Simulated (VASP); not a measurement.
# Zn in VASP: settings compared, part 2 of 2

VASP 6.6.1.

### Step 5. Relaxation of the atoms, RPBE+D4

INCAR

```
SYSTEM = Zn
  PREC = Accurate
  ENCUT = 520
  EDIFF = 1E-6
  ISMEAR = -1
  SIGMA = 0.05
  LREAL = .False.
  LASPH = .True.
  NELM = 100
  ALGO = Normal
  ISIF = 2
  LWAVE = .False.
  LCHARG = .False.
  LDIPOL = .True.
  IDIPOL = 3
  DIPOL = 0.5 0.5 0.500
  GGA = RP
  IVDW = 13
  IBRION = 2
  NSW = 60
  EDIFFG = -0.005
```

KPOINTS

```
Automatic mesh
0
Gamma
  8 8 1
  0 0 0
```

POSCAR

```
Zn
1.0
    2.6647980532      0.0000000000      0.0000000000
   -1.3323990266      2.3077828100      0.0000000000
    0.0000000000      0.0000000000     29.8401000000
Zn
7
Selective dynamics
Direct
    0.6666666667      0.3333333334      0.2513396403  F F F
    0.3333333333      0.6666666666      0.3342264269  F F F
    0.6666666667      0.3333333334      0.4171132134  F F F
    0.3333333333      0.6666666666      0.5000000000  T T T
    0.6666666667      0.3333333334      0.5828867866  T T T
    0.3333333333      0.6666666666      0.6657735731  T T T
    0.6666666667      0.3333333334      0.7486603597  T T T
```

Potentials or basis: VASP PAW PBE potentials, release 64 (Zn).

On the command line:

```
> cat potpaw_PBE.64/Zn/POTCAR > POTCAR
> mpirun -np 1 vasp_std > vasp.out
```

OUTCAR:

```text
SYSTEM = Zn
   PREC = Accurate
   ENCUT = 520
   EDIFF = 1E-6
   ISMEAR = -1
   LREAL = .False.
   LASPH = .True.
   NELM = 100
   ISIF = 2
   GGA = RP
   IVDW = 13
   IBRION = 2
   NSW = 60
   EDIFFG = -0.005

 ion  position               nearest neighbor table
   1  0.667  0.333  0.251-   2 2.91   2 2.91   2 2.91
   2  0.333  0.667  0.334-   3 2.91   3 2.91   3 2.91   1 2.91   1 2.91   1 2.91
   3  0.667  0.333  0.417-   2 2.91   2 2.91   2 2.91   4 2.91   4 2.91   4 2.91
   4  0.333  0.667  0.500-   3 2.91   5 2.91   3 2.91   5 2.91   3 2.91   5 2.91
   5  0.667  0.333  0.583-   6 2.91   6 2.91   6 2.91   4 2.91   4 2.91   4 2.91
   6  0.333  0.667  0.666-   5 2.91   5 2.91   5 2.91   7 2.91   7 2.91   7 2.91
   7  0.667  0.333  0.749-   6 2.91   6 2.91   6 2.91

  LATTYP: Found a hexagonal cell.
 ALAT       =     2.6647980532
 C/A-ratio  =    11.1978841940

  Lattice vectors:

 A1 = (   2.6647980532,   0.0000000000,   0.0000000000)
 A2 = (  -1.3323990266,   2.3077828100,   0.0000000000)
 A3 = (   0.0000000000,   0.0000000000,  29.8401000000)

Analysis of symmetry for initial positions (statically):
=====================================================================
 Subroutine PRICEL returns:
 Original cell was already a primitive cell.

 Routine SETGRP: Setting up the symmetry group for a
 hexagonal supercell.

 Subroutine GETGRP returns: Found 12 space group operations
 (whereof 12 operations were pure point group operations)
 out of a pool of 24 trial point group operations.

The static configuration has the point symmetry D_3h.

Analysis of symmetry for dynamics (positions and initial velocities):
=====================================================================
 Subroutine PRICEL returns:
 Original cell was already a primitive cell.

 Routine SETGRP: Setting up the symmetry group for a
 hexagonal supercell.

 Subroutine GETGRP returns: Found 12 space group operations
 (whereof 12 operations were pure point group operations)
[... 151 lines left out ...]

 number of electron      84.0000007 magnetization

 Free energy of the ion-electron system (eV)
  ---------------------------------------------------
  ext. energy  EPLUGINS =         0.00000000
  ---------------------------------------------------
  free energy    TOTEN  =        -4.91787393 eV

  energy without entropy =       -4.89727389  energy(sigma->0) =       -4.90757391

------------------------ aborting loop because EDIFF is reached ----------------------------------------

  DFT-D4 for vdW energy calculation

  Edisp (eV):   -4.07958
[... 120 lines left out ...]
  FREE ENERGIE OF THE ION-ELECTRON SYSTEM (eV)
  ---------------------------------------------------
  free  energy   TOTEN  =        -9.0059140193 eV

  energy  without entropy=       -8.9851686367  energy(sigma->0) =       -8.99554133

 dipolmoment           0.000000      0.000000     -0.000584 electrons x Angstroem

 vacuum level on the upper side and lower side of the slab       (xc-potential included)         0.005        -0.043

[... ionic steps 4 to 26 ...]

--------------------------------------- Ionic step       27  -------------------------------------------

 number of electron      84.0000007 magnetization

------------------------ aborting loop because EDIFF is reached ----------------------------------------
[... 85 lines left out ...]
--------------------------------------- Ionic step       29  -------------------------------------------

 number of electron      84.0000005 magnetization

 dipolmoment           0.000000      0.000000      0.002370 electrons x Angstroem

 Free energy of the ion-electron system (eV)
  ---------------------------------------------------
  ext. energy  EPLUGINS =         0.00000000
  ---------------------------------------------------
  free energy    TOTEN  =        -4.83616116 eV

  energy without entropy =       -4.82429111  energy(sigma->0) =       -4.83022613

 E-fermi :   0.0187     XC(G=0):  -7.0204

 val. band max:       -0.0081886674   @ k =   0.0000   0.0000   0.0000
 cond. band min:       0.2145338513   @ k =   0.3750   0.2500   0.0000
 fundamental gap:      0.2227225187
 Fermi energy:         0.0186889782

 k-point     1 :       0.0000    0.0000    0.0000
  band No.  band energies     occupation
      1     -10.5504      2.00000
      2      -9.8542      2.00000
      3      -9.3204      2.00000
      4      -8.8167      2.00000
      5      -8.5392      2.00000
      6      -8.3922      2.00000
[... 519 lines left out ...]
     49       3.5657      0.00000
     50       3.8818      0.00000

------------------------ aborting loop because EDIFF is reached ----------------------------------------

 vacuum level on the upper side and lower side of the slab       (xc-potential included)        -0.042        -0.100

  DFT-D4 for vdW energy calculation

  Edisp (eV):   -4.26137

  FORCE on cell =-STRESS in cart. coord.  units (eV):
  Direction    XX          YY          ZZ          XY          YZ          ZX
  --------------------------------------------------------------------------------------
  -------------------------------------------------------------------------------------
  Total      -0.66701    -0.66701    -1.10481     0.00000     0.00000    -0.00000
  in kB      -5.82349    -5.82349    -9.64578     0.00000     0.00000    -0.00000
  external pressure =       -7.10 kB  Pullay stress =        0.00 kB
[... 22 lines left out ...]
  FREE ENERGIE OF THE ION-ELECTRON SYSTEM (eV)
  ---------------------------------------------------
  free  energy   TOTEN  =        -9.0975273467 eV

  energy  without entropy=       -9.0856573006  energy(sigma->0) =       -9.09159232

 reached required accuracy - stopping structural energy minimisation

 vacuum level on the upper side and lower side of the slab         4.048         3.983
```

OSZICAR:

```text
N       E                     dE             d eps       ncg     rms          rms(c)
DAV:   1     0.606846493089E+03    0.60685E+03   -0.41447E+04  1000   0.226E+03
DAV:   2     0.533681335094E+02   -0.55348E+03   -0.53919E+03  1000   0.483E+02
[... 337 lines left out ...]
DAV:   1    -0.483615542743E+01    0.23982E-03   -0.14014E-02  1032   0.598E-01    0.907E-03
DAV:   2    -0.483619122764E+01   -0.35800E-04   -0.34643E-04  1108   0.585E-01    0.153E-02
DAV:   3    -0.483616285821E+01    0.28369E-04   -0.38777E-04  1236   0.607E-01    0.486E-03
DAV:   4    -0.483615989434E+01    0.29639E-05   -0.31365E-05  1096   0.151E-01    0.454E-03
DAV:   5    -0.483616105704E+01   -0.11627E-05   -0.11830E-05  1076   0.289E-02    0.213E-03
DAV:   6    -0.483616115645E+01   -0.99411E-07   -0.11204E-06   560   0.315E-02
  29 F= -.90975273E+01 E0= -.90915923E+01  d E =-.175268E-04
```

CONTCAR:

```text
Zn
   1.00000000000000
     2.6647980532000002    0.0000000000000000    0.0000000000000000
    -1.3323990266000001    2.3077828100000000    0.0000000000000000
     0.0000000000000000    0.0000000000000000   29.8400999999999996
  Zn
     7
Selective dynamics
Direct
     0.6666666667000030    0.3333333333999988    0.2513396403000030   F   F   F
     0.3333333332999970    0.6666666666000012    0.3342264269000026   F   F   F
     0.6666666667000030    0.3333333333999988    0.4171132134000004   F   F   F
     0.3333333332999970    0.6666666666000012    0.4922911525072298   T   T   T
     0.6666666667000030    0.3333333333999988    0.5672008116171471   T   T   T
     0.3333333332999970    0.6666666666000012    0.6426571960079068   T   T   T
     0.6666666667000030    0.3333333333999988    0.7248547122183981   T   T   T

  0.00000000E+00  0.00000000E+00  0.00000000E+00
  0.00000000E+00  0.00000000E+00  0.00000000E+00
  0.00000000E+00  0.00000000E+00  0.00000000E+00
  0.00000000E+00  0.00000000E+00  0.00000000E+00
  0.00000000E+00  0.00000000E+00  0.00000000E+00
  0.00000000E+00  0.00000000E+00  0.00000000E+00
  0.00000000E+00  0.00000000E+00  0.00000000E+00
```

It took 20 min on 1 thread of AMD EPYC 9R45 (Zen 5), shared host; peak memory 0.28 GiB.

What came out:

| Item | Value |
| --- | --- |
| Free energy | -9.0975 eV |
| Energy gained by relaxing | 14.3 meV/atom |
| Ionic steps | 29 |
| Band gap on the k mesh | none (metal or under the smearing width) |
| Dispersion energy per atom | -0.609 eV |

The path:
| step | energy change (eV) | largest force (eV/Å) | pressure (GPa) |
| --- | --- | --- | --- |
| 1 | 0.0000 | 0.2398 | -2.15 |
| 2 | -0.0028 | 0.2407 | -2.17 |
| 3 | -0.0085 | 0.2436 | -2.19 |
| 4 | -0.0064 | 0.2488 | -2.11 |
| 5 | -0.0099 | 0.2450 | -2.15 |
| 6 | -0.0117 | 0.2432 | -2.12 |
| 7 | -0.0160 | 0.2382 | -2.07 |
| 8 | -0.0196 | 0.2288 | -1.93 |
| 9 | -0.0217 | 0.2306 | -1.94 |
| 10 | -0.0278 | 0.2362 | -1.87 |
| 11 | -0.0393 | 0.2559 | -1.65 |
| 12 | -0.0636 | 0.3021 | -1.31 |
| 13 | -0.0655 | 0.5540 | -0.27 |
| 14 | -0.0764 | 0.3374 | -0.91 |
| 15 | -0.0792 | 0.3257 | -0.87 |
| 16 | -0.0859 | 0.3324 | -0.74 |
| 17 | -0.0902 | 0.3482 | -0.45 |
| 18 | -0.0904 | 0.3455 | -0.52 |
| 19 | -0.0920 | 0.3470 | -0.56 |
| 20 | -0.0959 | 0.3504 | -0.63 |
| 21 | -0.0995 | 0.3578 | -0.67 |
| 22 | -0.0996 | 0.3589 | -0.69 |
| 23 | -0.1000 | 0.3612 | -0.71 |
| 24 | -0.1000 | 0.3612 | -0.70 |
| 25 | -0.1000 | 0.3610 | -0.71 |
| 26 | -0.1000 | 0.3610 | -0.70 |
| 27 | -0.1000 | 0.3617 | -0.70 |
| 28 | -0.1001 | 0.3625 | -0.70 |
| 29 | -0.1001 | 0.3626 | -0.71 |

Final structure:
```cif
data_structure
_symmetry_space_group_name_H-M 'P 1'
_symmetry_Int_Tables_number 1
_cell_length_a 2.6648
_cell_length_b 2.6648
_cell_length_c 29.8401
_cell_angle_alpha 90.000
_cell_angle_beta 90.000
_cell_angle_gamma 120.000
_cell_volume 183.51
loop_
_atom_site_label
_atom_site_type_symbol
_atom_site_fract_x
_atom_site_fract_y
_atom_site_fract_z
_atom_site_occupancy
Zn1 Zn 0.66667 0.33333 0.25134 1
Zn2 Zn 0.33333 0.66667 0.33423 1
Zn3 Zn 0.66667 0.33333 0.41711 1
Zn4 Zn 0.33333 0.66667 0.49229 1
Zn5 Zn 0.66667 0.33333 0.56720 1
Zn6 Zn 0.33333 0.66667 0.64266 1
Zn7 Zn 0.66667 0.33333 0.72485 1
```

Caveat: the PAW data sets were made with another functional, which shifts forces and pressure a little.

### Step 6. Relaxation of the atoms, LDA

INCAR

```
SYSTEM = Zn
ALGO = Fast ; DIPOL = 0.5 0.5 0.500
EDIFF = 1E-7 ; EDIFFG = -0.02
ENCUT = 520 ; GGA = CA
IBRION = 2 ; IDIPOL = 3
ISIF = 2 ; ISMEAR = -1
LASPH = .TRUE. ; LCHARG = .FALSE.
LDIPOL = .TRUE. ; LREAL = .FALSE.
LWAVE = .FALSE. ; NELM = 100
NSW = 60 ; PREC = Accurate
SIGMA = 0.05
```

KPOINTS

```
k-points
0
G
  8 8 1
  0 0 0
```

POSCAR is that of step 5.

Potentials or basis: VASP PAW LDA potentials, release 64 (Zn).

On the command line:

```
> cat potpaw_LDA.64/Zn/POTCAR > POTCAR
> mpirun -np 1 vasp_std > vasp.out
```

Wall time 47 min (1 thread of Intel Xeon Platinum 8259CL at 2.50GHz (Skylake/Cascade Lake), shared host); peak memory 0.26 GiB.

The run converged. Its results:

```yaml
Free_energy: -12.5161 eV
Energy_gained_by_relaxing: 36.8 meV/atom
Ionic_steps: 28
Band_gap_on_the_k_mesh: none (metal or under the smearing width)
```

The path:
```csv
step,energy change (eV),largest force (eV/Å),pressure (GPa)
1,0.0000,0.2040,-5.37
2,-0.0034,0.2042,-5.36
3,-0.0125,0.2038,-5.33
4,-0.0268,0.2059,-5.23
5,-0.0308,0.3366,-4.91
6,-0.0340,0.2088,-5.08
7,-0.0407,0.2058,-5.04
8,-0.0590,0.1982,-4.89
9,-0.0869,0.1907,-4.54
10,-0.0905,0.3652,-3.48
11,-0.1005,0.1914,-4.10
12,-0.1173,0.2144,-3.97
13,-0.1608,0.3198,-3.52
14,-0.1814,0.6507,-2.30
15,-0.1870,0.5091,-2.82
16,-0.1988,0.4950,-2.74
17,-0.2267,0.4043,-2.48
18,-0.2280,0.7493,-1.74
19,-0.2387,0.4406,-2.17
20,-0.2390,0.4816,-2.11
21,-0.2443,0.4871,-2.22
22,-0.2504,0.4968,-2.41
23,-0.2504,0.5209,-2.75
24,-0.2523,0.5094,-2.58
25,-0.2556,0.4919,-2.70
26,-0.2561,0.4832,-2.76
27,-0.2571,0.4799,-2.80
28,-0.2574,0.4781,-2.83
```

Final structure:
```cif
data_structure
_symmetry_space_group_name_H-M 'P 1'
_symmetry_Int_Tables_number 1
_cell_length_a 2.6648
_cell_length_b 2.6648
_cell_length_c 29.8401
_cell_angle_alpha 90.000
_cell_angle_beta 90.000
_cell_angle_gamma 120.000
_cell_volume 183.51
loop_
_atom_site_label
_atom_site_type_symbol
_atom_site_fract_x
_atom_site_fract_y
_atom_site_fract_z
_atom_site_occupancy
Zn1 Zn 0.66667 0.33333 0.25134 1
Zn2 Zn 0.33333 0.66667 0.33423 1
Zn3 Zn 0.66667 0.33333 0.41711 1
Zn4 Zn 0.33333 0.66667 0.48938 1
Zn5 Zn 0.66667 0.33333 0.56163 1
Zn6 Zn 0.33333 0.66667 0.63404 1
Zn7 Zn 0.66667 0.33333 0.71070 1
```

Levels at points of the mesh, in eV from the Fermi level:
```
           k point  band 38  band 39  band 40  band 41  band 42  band 43  band 44  band 45  band 46  band 47
(0.00, 0.00, 0.00)    -6.90    -6.90    -6.60    -5.41    -3.47    -2.45     0.18     2.05     3.69     4.52
(0.50, 0.00, 0.00)    -2.55    -2.24    -1.90    -1.58    -1.36     0.36     0.83     0.94     1.75     1.97
```

### Step 7. Overview

```tsv
level	potentials or basis	gap on the mesh (eV)
RPBE	VASP PAW PBE potentials, release 64 (Zn)	none
RPBE+D3	VASP PAW PBE potentials, release 64 (Zn)	none
RPBE+D3(BJ)	VASP PAW PBE potentials, release 64 (Zn)	none
RPBE+D4	VASP PAW PBE potentials, release 64 (Zn)	none
LDA	VASP PAW LDA potentials, release 64 (Zn)	none
```

Alike in all rows: task relaxation of the atoms; no spin polarisation; cell atoms relaxed; k mesh 8 × 8 × 1; cutoff (eV) 520; smearing fermi-dirac 0.05 eV.

Caveats: the PAW data sets were made with another functional, which shifts forces and pressure a little (some runs).

Total energies depend on the potentials used, so only differences within one code and one set of settings carry meaning.
